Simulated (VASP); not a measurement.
Here is a VASP 6.6.1 calculation.

Contents of INCAR:

```
SYSTEM = BAs
PREC = Accurate
ENCUT = 600
EDIFF = 1E-7
ISMEAR = 0
SIGMA = 0.03
LREAL = .FALSE.
LASPH = .TRUE.
NELM = 80
ALGO = Normal
ISIF = 2
LWAVE = .FALSE.
LCHARG = .FALSE.
GGA = PE
IVDW = 12
IBRION = 2
NSW = 40
EDIFFG = -0.01
```

Contents of KPOINTS:

```
Automatic mesh
0
G
  10 10 10
  0 0 0
```

File POSCAR:

```
BAs                                     
1.0
    0.0000000000      2.3698442403      2.3698442403
    2.3698442403      0.0000000000      2.3698442403
    2.3698442403      2.3698442403      0.0000000000
  B               As            
     1     1
Direct
     0.0000000000000000    0.0000000000000000    0.0000000000000000
     0.2500000000000000    0.2500000000000000    0.2500000000000000
```

Potentials or basis: VASP PAW PBE potentials, release 64 (B, As).

The run is started by

```console
$ cat potpaw_PBE.64/B/POTCAR potpaw_PBE.64/As/POTCAR > POTCAR
$ mpirun -np 1 vasp_std > vasp.out
```

What does it give for the band gap on the k mesh?

1.15 eV, indirect (least direct gap 3.31 eV).

What does it give for the dispersion energy per atom?

-0.338 eV.

Final structure:
```cif
data_structure
_symmetry_space_group_name_H-M 'P 1'
_symmetry_Int_Tables_number 1
_cell_length_a 3.3515
_cell_length_b 3.3515
_cell_length_c 3.3515
_cell_angle_alpha 60.000
_cell_angle_beta 60.000
_cell_angle_gamma 60.000
_cell_volume 26.62
loop_
_atom_site_label
_atom_site_type_symbol
_atom_site_fract_x
_atom_site_fract_y
_atom_site_fract_z
_atom_site_occupancy
B1 B 0.00000 0.00000 0.00000 1
As1 As 0.25000 0.25000 0.25000 1
```

Caveat: the relaxation stopped at its first step, so nothing moved. A k mesh can miss the band edges.
